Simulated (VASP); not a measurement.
B, 8 atoms in the cell. Symmetry: Ia-3d, No. 230, cubic system. Conventional cell: a = 4.992 Å, b = 4.992 Å, c = 4.992 Å, α = 90.00°, β = 90.00°, γ = 90.00°. B (site symmetry 32) is surrounded by 3 B at 1.76 Å. The cell was built by a generator and needn't be a form met in nature.

```yaml
Program: VASP 6.6.1
Task: relaxation of cell and atoms
Functional: PBE
Potentials_or_basis: VASP PAW PBE potentials, release 64 (B)
Cutoff: 600 eV
k_mesh: 10 × 10 × 10
Occupations: gaussian, width 0.1 eV
Spin: no spin polarisation
Dipole_correction: no
Further_INCAR_settings: ALGO = Normal; EDIFF = 1e-06; IBRION = 2; EDIFFG = -0.01; NSW = 100; ISIF = 3
```

Potentials or basis: VASP PAW PBE potentials, release 64 (B).

Launch:

```sh
$ cat potpaw_PBE.64/B/POTCAR > POTCAR
$ mpirun -np 1 vasp_std > vasp.out
```

Hardware: 1 thread of Intel(R) Xeon(R) 6975P-C (Granite Rapids), on a shared host.

Question: How long does it take, and how much memory?

Answer: It took 22 s on 1 thread of Intel(R) Xeon(R) 6975P-C (Granite Rapids), on a shared host, peak memory 0.21 GiB. Counts: scf iterations 11, k points 47, ion steps 1.
